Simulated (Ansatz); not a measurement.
CuAu3 in Ansatz: the effect of functional

The system is CuAu3.

```
Au Cu
1.0
     4.03237    0.00000    0.00000
     0.00000    4.03237    0.00000
     0.00000    0.00000    4.03237
Au Cu
3 1
Cartesian
  2.0162 2.0162 0.0000
  2.0162 0.0000 2.0162
  0.0000 2.0162 2.0162
  0.0000 0.0000 0.0000
```

The cell isn't the ideal one: volume scaled by 1.04.

Alike in all runs:

| Property | Result |
| --- | --- |
| Program | Ansatz 0.2.0 |
| Task | single point |
| Potentials or basis | Ansatz PAW |
| k mesh | 7 × 7 × 7 |
| Occupations | fermi-dirac, width 0.05 eV |
| Spin | no spin polarisation |

Question: One run gave: pressure -2.7 GPa. Which functional did it use?
A. PBEsol
B. r2SCAN
C. LDA

Answer: B.

| functional | cutoff | pressure (GPa) |
| --- | --- | --- |
| LDA | 420 eV (not typed: the program's choice for these potentials) | -11.5 |
| PBEsol | 420 eV (not typed: the program's choice for these potentials) | -6.9 |
| r2SCAN | 500 eV (not typed: the program's choice for these potentials) | -2.7 |

Caveats: the PAW data sets come from PBE, with cores solved anew for the run's functional, which leaves a small shift of forces and pressure.

Runs at the PBE level aren't shown here.
